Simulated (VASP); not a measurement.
# Shielding tensors and field gradients of CaO, part 3 of 3

Aim: NMR shielding tensors and field gradients of CaO. The cell has space group P6_3/mmc, a computed entry that need not be the common form of this compound. The start is a computed cell from the Materials Project.

VASP 6.6.1, plane waves and PAW; the level of theory is named at each step.

So far. Step 2 (Ground state): The cell has a gap of 3.01 eV on this mesh and a pressure of -5.1 GPa, which holds the misfit of the given cell and coordinates with this functional, and any error of cutoff, mesh and data sets.

**3. Shielding tensors (continued)**

Level of this step: chemical shifts by linear response (GIPAW), LDA; plane waves and PAW (Ca_sv, O) (VASP).

From OUTCAR (step 3):

```text
 Found     24 irreducible k-points:

   k-points           NKPTS =     24   k-points in BZ     NKDIM =     24   number of bands    NBANDS=     22

   dimension x,y,z NGX =    32 NGY =   32 NGZ =   40
   dimension x,y,z NGXF=    64 NGYF=   64 NGZF=   80

   ENCUT  =  560.0 eV  41.16 Ry    6.42 a.u.   7.70  7.70  9.23*2*pi/ulx,y,z

   NELECT =      32.0000    total number of electrons

  Total       -2.0201241     -2.0201241     -2.3230858     -0.0000000     -0.0000000      0.0000000
  in kB      -49.0133930    -49.0133930    -56.3640213     -0.0000000     -0.0000000      0.0000000
  external PRESSURE =     -51.4636024 kB  Pullay stress =       0.0000000 kB

  energy-cutoff  :      560.00
  volume of cell :       66.03
      direct lattice vectors                 reciprocal lattice vectors
     3.991975824  0.000000000  0.000000000     0.250502519  0.144627697  0.000000000
    -1.995987912  3.457152475  0.000000000     0.000000000  0.289255394  0.000000000
     0.000000000  0.000000000  4.784840010     0.000000000  0.000000000  0.208993404

 POSITION                                       TOTAL-FORCE (eV/Angst)
 -----------------------------------------------------------------------------------
      1.99599      1.15238      1.19621        -0.000000      0.000000     -0.000000
     -0.00000      2.30477      3.58863         0.000000     -0.000000     -0.000000
      1.99599      1.15238      3.58863         0.000000      0.000000     -0.000000
     -0.00000      2.30477      1.19621         0.000000     -0.000000      0.000000
 -----------------------------------------------------------------------------------
    total drift:                               -0.000000      0.000000     -0.000000

 Electric field gradients after diagonalization (V/A^2)
 (convention: |V_zz| > |V_xx| > |V_yy|)
----------------------------------------------------------------------
 ion       V_xx      V_yy      V_zz     asymmetry (V_yy - V_xx)/ V_zz
----------------------------------------------------------------------
   1       4.560     4.559    -9.119       0.000
   2       4.560     4.559    -9.119       0.000
   3       2.790     2.790    -5.580       0.000
   4       2.790     2.790    -5.580       0.000
----------------------------------------------------------------------

  ORBITAL MAGNETIC SUSCEPTIBILITY, excluding core contribution
 -------------------------------------------------------------
  Approximate magnetic susceptibility, pGv (10^-6 cm^3/mole)
     1        -27.905357         -0.000000          0.000000
     2         -0.000000        -27.671991         -0.000000
     3          0.000000          0.000000        -26.003968
 -------------------------------------------------------------
  Approximate magnetic susceptibility, vGv (10^-6 cm^3/mole)
     1        -22.959781         -0.000000          0.000000
     2         -0.000000        -22.646134          0.000000
     3          0.000000          0.000000        -20.097939

  CSA tensor (J. Mason, Solid State Nucl. Magn. Reson. 2, 285 (1993))
  for chemical shielding  (including the isotropic core contribution)

  BDIR labels direction of applied magnetic field (i.e. B0)
  For BDIR==1, B0 along x-axis, etc.
  Induced field listed along cartesian directions for each BDIR
 ------------------------------------------------------------------------------------------
                 EXCLUDING G=0 CONTRIBUTION              INCLUDING G=0 CONTRIBUTION
 ------------------------------------------------------------------------------------------
  ion  BDIR            X           Y           Z                X           Y           Z
          (   iso_shield        span        skew ) (   iso_shield        span        skew )
 ------------------------------------------------------------------------------------------
    1     1     921.2308     -0.0000      0.0000         927.5231     -0.0000      0.0000
          2      -0.0000    921.2317      0.0000          -0.0000    927.4748      0.0000
          3      -0.0000      0.0000    827.7665          -0.0000      0.0000    833.6582
          (     890.0763     93.4652     -1.0000 ) (     896.2187     93.8649     -0.9990 )

    2     1     921.2308     -0.0000      0.0000         927.5231     -0.0000      0.0000
          2      -0.0000    921.2317      0.0000          -0.0000    927.4748      0.0000
          3      -0.0000      0.0000    827.7665          -0.0000      0.0000    833.6582
          (     890.0763     93.4652     -1.0000 ) (     896.2187     93.8649     -0.9990 )

    3     1    -184.3435     -0.0000      0.0000        -178.0512     -0.0000      0.0000
          2      -0.0000   -184.3388     -0.0000          -0.0000   -178.0957     -0.0000
          3       0.0000     -0.0000   -283.2591           0.0000     -0.0000   -277.3674
          (    -217.3138     98.9204     -0.9999 ) (    -211.1715     99.3162     -0.9991 )

    4     1    -184.3435     -0.0000      0.0000        -178.0512     -0.0000      0.0000
          2      -0.0000   -184.3388      0.0000          -0.0000   -178.0957      0.0000
          3       0.0000     -0.0000   -283.2591           0.0000     -0.0000   -277.3674
          (    -217.3138     98.9204     -0.9999 ) (    -211.1715     99.3162     -0.9991 )
 ------------------------------------------------------------------------------------------

[... 4 parts as in an earlier step ...]

[... 2 further parts left out ...]
```

This step gave:

```yaml
free_energy_toten: -27.94 eV
fermi_energy: 1.154 eV
pressure: -5.146 GPa
gap_on_the_k_mesh: 3.000 eV
least_direct_gap_on_the_k_mesh: 3.000 eV
```

Valence and core; the G = 0 term is that of a spherical sample. NMR shielding, by row:

```csv
atom,isotropic shielding (ppm),span (ppm),skew,isotropic shielding without the G = 0 term (ppm)
Ca1,896.2,93.86,-0.999,890.1
Ca2,896.2,93.86,-0.999,890.1
O3,-211.2,99.32,-0.9991,-217.3
O4,-211.2,99.32,-0.9991,-217.3
```

Ordered as |Vzz| ≥ |Vxx| ≥ |Vyy|, the program's way. Electric field gradients, by row:

```csv
atom,Vxx (V/Å²),Vyy (V/Å²),Vzz (V/Å²),asymmetry
Ca1,4.56,4.559,-9.119,0
Ca2,4.56,4.559,-9.119,0
O3,2.79,2.79,-5.58,0
O4,2.79,2.79,-5.58,0
```

**4. Outcome**

| Quantity | Value |
| --- | --- |
| Ca, isotropic shielding | 896.2 ppm |
| O, isotropic shielding | -211.2 ppm |

What this shows: At LDA the isotropic shieldings are Ca 896.2 ppm; O -211.2 ppm. The widest tensor is that of O3, with a span (largest less smallest principal value) of 99.3 ppm. The largest field gradient is Vzz = -9.12 V/Å² at Ca1. Shifts were not obtained, since a shift is the shielding of a reference compound, computed alike, less these values. The G = 0 term is the part set by the sample's shape, taken here for a sphere. Semilocal functionals put the empty Ca 3d states too low, a known bias of shieldings near Ca. No finer mesh was run, so convergence in it isn't shown. VASP's guide advises NLSPLINE for shieldings, which this input doesn't set; the effect wasn't tested. The cell has space group P6_3/mmc, a computed entry that need not be the common form of this compound. The given cell is kept, although it stands at -5.1 GPa at LDA and ENCUT = 560 eV, which holds the mismatch of the given cell with this functional, any error of the entry itself and any basis-set error.

[Lines on the potential files, build, host, timing and source positions are cut from VASP's logs without a mark.]

[Logs are printed without paths, hosts, clocks, repeated set-up lines and the standing remarks that a program may print on its own settings, such as how far it seeks lower states.]

[Hosts, paths, dates, database ids (printed as entryN), source tags and the programs' standing remarks are cut or masked in the printed files.]
